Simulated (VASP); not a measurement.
# CuI: how cutoff and mesh change the relaxed cell, part 2 of 2

How far does the relaxed cell of CuI depend on cutoff and k mesh? The starting structure is a measured crystal structure from the Crystallography Open Database. The first relaxation on each setting starts from this cell expanded by 3 % in volume.

VASP 6.6.1.

Results so far: reference 26.28 Å³ an atom; a cutoff of 300 eV 25.98 Å³ an atom; a 4×4×4 mesh 26.33 Å³ an atom.

The database entry behind the starting cell differs from later determinations by our own check (about 0.4 % short), so it need not match the best structure at ambient conditions.

## (5) Relaxation with a cutoff of 600 eV

Level of this step: PBEsol; plane waves and PAW (I, Cu) (VASP).

Against step 2 the input has ENCUT = 600. This run starts from the cell of an earlier relaxation, which isn't shown; the restart sets up the plane waves anew.

Input file INCAR:

```
SYSTEM = CuI
PREC = Accurate
ENCUT = 600
EDIFF = 1E-06
NELM = 100
ISMEAR = 0
SIGMA = 0.03
LREAL = .FALSE.
ALGO = Normal
GGA = PS
NBANDS = 15
LASPH = .TRUE.
LORBIT = 11
LWAVE = .FALSE.
LCHARG = .FALSE.
KPAR = 4
IBRION = 2
NSW = 50
ISIF = 3
EDIFFG = -0.006
```

Input file POSCAR:

```
CuI
1.0
    0.0000000000      2.9749057603      2.9749057603
    2.9749057603      0.0000000000      2.9749057603
    2.9749057603      2.9749057603      0.0000000000
I Cu
1 1
Direct
    0.0000000000      0.0000000000      0.0000000000
    0.7500000000      0.7500000000      0.7500000000
```

Input file KPOINTS:

```
Automatic mesh
0
Gamma
6 6 6
0 0 0
```

The projector-augmented-wave data sets are I and Cu (PBE family, release 64).

Command:

```
> mpirun -np 4 vasp_std
```

What it wrote:

```text
[... set-up lines as in an earlier step ...]
 entering main loop
       N       E                     dE             d eps       ncg     rms          rms(c)
DAV:   1     0.980209229898E+02    0.98021E+02   -0.82572E+03   480   0.144E+03
DAV:   2    -0.265473071013E+00   -0.98286E+02   -0.90022E+02   522   0.252E+02
DAV:   3    -0.645583479640E+01   -0.61904E+01   -0.60856E+01   620   0.661E+01
DAV:   4    -0.664668666690E+01   -0.19085E+00   -0.19069E+00   585   0.107E+01
[...]
DAV:  11    -0.631776350735E+01    0.90378E-04   -0.32360E-04   657   0.595E-01    0.430E-02
DAV:  12    -0.631777335345E+01   -0.98461E-05   -0.12749E-04   783   0.223E-01    0.462E-02
DAV:  13    -0.631777396031E+01   -0.60685E-06   -0.51321E-06   550   0.163E-02
   1 F= -.63177740E+01 E0= -.63177740E+01  d E =-.631777E+01
[... from here on, the cycles between the ionic steps are left out ...]
   2 F= -.63175368E+01 E0= -.63175368E+01  d E =0.237174E-03
   3 F= -.63177124E+01 E0= -.63177124E+01  d E =0.615363E-04
   4 F= -.63177479E+01 E0= -.63177479E+01  d E =0.260748E-04
   5 F= -.63177604E+01 E0= -.63177604E+01  d E =0.136019E-04
   6 F= -.63177668E+01 E0= -.63177668E+01  d E =0.719054E-05
   7 F= -.63177699E+01 E0= -.63177699E+01  d E =0.406263E-05
   8 F= -.63177716E+01 E0= -.63177716E+01  d E =0.238815E-05
   9 F= -.63177709E+01 E0= -.63177709E+01  d E =0.303293E-05
  10 F= -.63177712E+01 E0= -.63177712E+01  d E =0.272228E-05
  11 F= -.63177713E+01 E0= -.63177713E+01  d E =0.266478E-05
  12 F= -.63178114E+01 E0= -.63178114E+01  d E =-.400980E-04
  13 F= -.63176873E+01 E0= -.63176873E+01  d E =0.839462E-04
  14 F= -.63178076E+01 E0= -.63178076E+01  d E =-.363043E-04
  15 F= -.63178118E+01 E0= -.63178118E+01  d E =-.405309E-04
[...]
reached required accuracy - stopping structural energy minimisation
```

Elapsed: 63 s, on 4 MPI ranks of AMD EPYC 7R43, shared host; peak memory 0.74 GiB; 3.9 min of CPU time.

OUTCAR, selected parts (step 5):

```text
  Total        0.0056188      0.0056188      0.0056188     -0.0000000     -0.0000000     -0.0000000
  in kB        0.1713968      0.1713968      0.1713968     -0.0000000     -0.0000000     -0.0000000
  external PRESSURE =       0.1713968 kB  Pullay stress =       0.0000000 kB

 POSITION                                       TOTAL-FORCE (eV/Angst)
 -----------------------------------------------------------------------------------
      0.00000      0.00000      0.00000         0.000000      0.000000      0.000000
      4.45860      4.45860      4.45860        -0.000000     -0.000000     -0.000000
 -----------------------------------------------------------------------------------
    total drift:                               -0.000000     -0.000000     -0.000000

  FREE ENERGIE OF THE ION-ELECTRON SYSTEM (eV)
  ---------------------------------------------------
  free  energy   TOTEN  =        -6.3178118265 eV

  energy  without entropy=       -6.3178118265  energy(sigma->0) =       -6.31781183

[... 2 parts as in an earlier step ...]

[... 2 further parts left out ...]
[key lines of the parts left out:]
E-fermi :   5.0985
```

With a cutoff of 600 eV the cell ends at 26.262 Å³ an atom, -0.06 % from the reference.

## (6) Relaxation with an 8×8×8 mesh

Against step 2 the input has an 8×8×8 mesh. This run starts from the cell of an earlier relaxation, which isn't shown; the restart sets up the plane waves anew.

INCAR, as its differences from that of step 5:

```diff
@@ -2,3 +2,3 @@
 PREC = Accurate
-ENCUT = 600
+ENCUT = 450
 EDIFF = 1E-06
```

Input file POSCAR:

```
CuI
1.0
    0.0000000000      2.9716771014      2.9716771014
    2.9716771014      0.0000000000      2.9716771014
    2.9716771014      2.9716771014      0.0000000000
I Cu
1 1
Direct
    0.0000000000      0.0000000000      0.0000000000
    0.7500000000      0.7500000000      0.7500000000
```

Input file KPOINTS:

```
Automatic mesh
0
Gamma
8 8 8
0 0 0
```

Command:

```
> mpirun -np 4 vasp_std
```

What it wrote:

```text
[... set-up lines as in an earlier step ...]
 entering main loop
       N       E                     dE             d eps       ncg     rms          rms(c)
DAV:   1     0.914903531611E+02    0.91490E+02   -0.70395E+03   870   0.117E+03
DAV:   2    -0.112114953800E+01   -0.92612E+02   -0.84964E+02   919   0.228E+02
DAV:   3    -0.650318059508E+01   -0.53820E+01   -0.53062E+01  1150   0.611E+01
DAV:   4    -0.665363809474E+01   -0.15046E+00   -0.15036E+00  1054   0.968E+00
[...]
DAV:  11    -0.631954368952E+01    0.96108E-04   -0.31190E-04  1152   0.572E-01    0.344E-02
DAV:  12    -0.631955160394E+01   -0.79144E-05   -0.14237E-04  1431   0.250E-01    0.433E-02
DAV:  13    -0.631955199866E+01   -0.39471E-06   -0.65016E-06   968   0.185E-02
   1 F= -.63195520E+01 E0= -.63195520E+01  d E =-.631955E+01
[... from here on, the cycles between the ionic steps are left out ...]
   2 F= -.63192209E+01 E0= -.63192209E+01  d E =0.331054E-03
   3 F= -.63194694E+01 E0= -.63194694E+01  d E =0.825489E-04
   4 F= -.63195183E+01 E0= -.63195183E+01  d E =0.337440E-04
   5 F= -.63195350E+01 E0= -.63195350E+01  d E =0.170063E-04
   6 F= -.63195430E+01 E0= -.63195430E+01  d E =0.900193E-05
   7 F= -.63195465E+01 E0= -.63195465E+01  d E =0.546722E-05
   8 F= -.63195487E+01 E0= -.63195487E+01  d E =0.326702E-05
[...]
reached required accuracy - stopping structural energy minimisation
```

Run time: 28 s. Hardware: 4 MPI ranks; peak memory 0.59 GiB.

Parts of OUTCAR (step 6):

```text
  Total        0.0063146      0.0063146      0.0063146     -0.0000000     -0.0000000     -0.0000000
  in kB        0.1927554      0.1927554      0.1927554     -0.0000000     -0.0000000     -0.0000000
  external PRESSURE =       0.1927554 kB  Pullay stress =       0.0000000 kB

 POSITION                                       TOTAL-FORCE (eV/Angst)
 -----------------------------------------------------------------------------------
      0.00000      0.00000      0.00000        -0.000000     -0.000000     -0.000000
      4.45758      4.45758      4.45758         0.000000      0.000000      0.000000
 -----------------------------------------------------------------------------------
    total drift:                               -0.000001     -0.000001     -0.000001

  FREE ENERGIE OF THE ION-ELECTRON SYSTEM (eV)
  ---------------------------------------------------
  free  energy   TOTEN  =        -6.3195487316 eV

  energy  without entropy=       -6.3195487316  energy(sigma->0) =       -6.31954873

[... 1 part as in an earlier step ...]

[... 3 further parts left out ...]
[key lines of the parts left out:]
E-fermi :   5.1245
```

With an 8×8×8 mesh the cell ends at 26.244 Å³ an atom, -0.13 % from the reference.

## (7) Comparison

| run | volume (Å³/atom) | change (%) | pressure left (GPa) | core minutes |
| --- | --- | --- | --- | --- |
| reference | 26.277 | - | -0.01 | 1.52 |
| a cutoff of 300 eV | 25.985 | -1.11 | 0.0 | 1.03 |
| a 4×4×4 mesh | 26.331 | 0.21 | 0.02 | 3.43 |
| a cutoff of 600 eV | 26.262 | -0.06 | 0.02 | 6.67 |
| an 8×8×8 mesh | 26.244 | -0.13 | 0.02 | 3.93 |

Core minutes are wall time times ranks, summed over the relaxations behind a row (those for a bulk modulus apart), on shared hosts.

## (8) Outcome

```
volume of the reference                          : 26.28 Å³/atom
volume against the reference, a cutoff of 300 eV : -1.11 %
volume against the reference, a 4×4×4 mesh       : +0.21 %
volume against the reference, a cutoff of 600 eV : -0.06 %
volume against the reference, an 8×8×8 mesh      : -0.13 %
```

**Reading.** The volume moves most with a cutoff of 300 eV: -1.11 % against the reference (450 eV, 6×6×6 mesh). On finer settings it changes by -0.06 % with a cutoff of 600 eV and -0.13 % with an 8×8×8 mesh. A cell that shrinks at the lower cutoff is the usual mark of Pulay stress, the error that a plane-wave basis makes when it is kept while the volume changes. Further runs on this material are not shown.

[Lines on the potential files, build, host, timing and source positions are cut from VASP's logs without a mark.]

[Logs are printed without paths, hosts, clocks, repeated set-up lines and the standing remarks that a program may print on its own settings, such as how far it seeks lower states.]

[Hosts, paths, dates, database ids (printed as entryN), source tags and the programs' standing remarks are cut or masked in the printed files.]
